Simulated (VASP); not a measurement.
Runs of VASP 6.6.1 on Ga. The structure is cubic, space group Im-3m (No. 229). The conventional cell has a = 3.447 Å, b = 3.447 Å, c = 3.447 Å, α = 90.00°, β = 90.00°, γ = 90.00°. Ga (site symmetry m-3m) has 8 Ga at 2.99 Å as nearest neighbours. This isn't the form of Ga at room conditions, which is orthorhombic.

```csv
cell,k mesh,gap on the mesh (eV),pressure (GPa)
"Im-3m, 20.48 Å³/atom",15 × 15 × 15,none,-1.5
"Im-3m, 19.7 Å³/atom",21 × 21 × 21,none,0.2
"Im-3m, 18.12 Å³/atom",15 × 15 × 15,none,(a)
"Im-3m, 22.06 Å³/atom",15 × 15 × 15,none,-3.6
```

Alike in all rows: task single point; level revPBE; potentials or basis VASP PAW PBE potentials, release 64 (Ga_d); no spin polarisation; cutoff (eV) 520; smearing fermi-dirac 0.1 eV.

Estimate the missing entries.

(a) 4.7.

Caveats: the PAW data sets were made with another functional, which shifts forces and pressure a little.

A k mesh can miss the band edges, and the runs leave out spin-orbit coupling on Ga.

A gap of «none» marks a metal or a gap under the smearing width.
